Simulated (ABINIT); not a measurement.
SiC (Moissanite):

```xyz
4
Lattice="3.0760 0.0000 0.0000 -1.5380 2.6639 0.0000 0.0000 0.0000 5.0480" Properties=species:S:1:pos:R:3 pbc="T T T"
Si    1.5380    0.8880    2.5240
Si    0.0000    1.7759    0.0000
C     1.5380    0.8880    4.4675
C     0.0000    1.7759    1.9435
```

Program: ABINIT 10.8.3 (patched build). Alike in all runs: no spin polarisation; cell as given; smearing fermi-dirac 0.05 eV. Hardware: 1 thread of Arm Neoverse V2, on a shared host.

**Question.** Order these runs on this cell by their wall time, lowest first.
A. task single point; level LDA; potentials or basis JTH PAW LDA v2.0; k mesh 6 × 6 × 3; cutoff (eV) 544; fine-grid cutoff 1088.46 eV
B. task band structure; level LDA; potentials or basis PseudoDojo NC SR LDA v0.4.1 standard; k mesh 10 × 10 × 5; cutoff (eV) 1116
C. task band structure; level PW91; potentials or basis JTH PAW PBE v2.0; k mesh 10 × 10 × 5; cutoff (eV) 544; fine-grid cutoff 1088.46 eV

**Answer.** A (5.4 s), C (48 s), B (120 s).

Runs at the PBE level aren't shown here.
